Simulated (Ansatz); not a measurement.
## SiC: excitons and shallow donors from band masses and screening

Level of theory: DFT PBE, scalar-relativistic, plane waves, PAW (Ansatz).

Settings: cutoff 420 eV, Γ-centred mesh 10×10×10 on the computed 2-atom cell, Gaussian smearing of 0.02 eV; no spin polarisation.

Relaxed cell: F-43m, a = 4.380 Å, b = 4.380 Å, c = 4.380 Å, α = 90.00°, β = 90.00°, γ = 90.00°, 2 atoms in the primitive cell.

The calculation gives a Kohn–Sham gap of 1.37 eV, an electron mass of 0.293 mₑ and a hole mass of 0.488 mₑ (harmonic means over x, y, z and over the bands degenerate at each edge), and ε∞ = 7.24 (independent particles, mean of the diagonal).

Question: Estimate the binding energy and radius of a Wannier–Mott exciton and of a shallow donor, and say whether the hydrogenic model can hold.

Answer: The reduced mass is μ = mₙmₕ/(mₙ + mₕ) = 0.183 mₑ, with mₙ and mₕ the band masses. With E_b = 13.606 eV × μ/ε² and a = 0.529 Å × ε/μ (μ in mₑ) the exciton has E_b = 48 meV and a = 21 Å. For a donor μ is the electron mass: 76 meV and 13.1 Å. The exciton's radius is 7 times the shortest lattice vector (3.10 Å), so the continuum picture is reasonable. In a polar crystal the ions screen too, so a state bound more weakly than an optical phonon feels the larger static constant, which lowers the energy and widens the orbit. The other way, the small Kohn–Sham gap and the missing local fields make ε∞ too large and the masses tend to be too light, which underbinds. The edges lie at different points of the zone, so the exciton is indirect.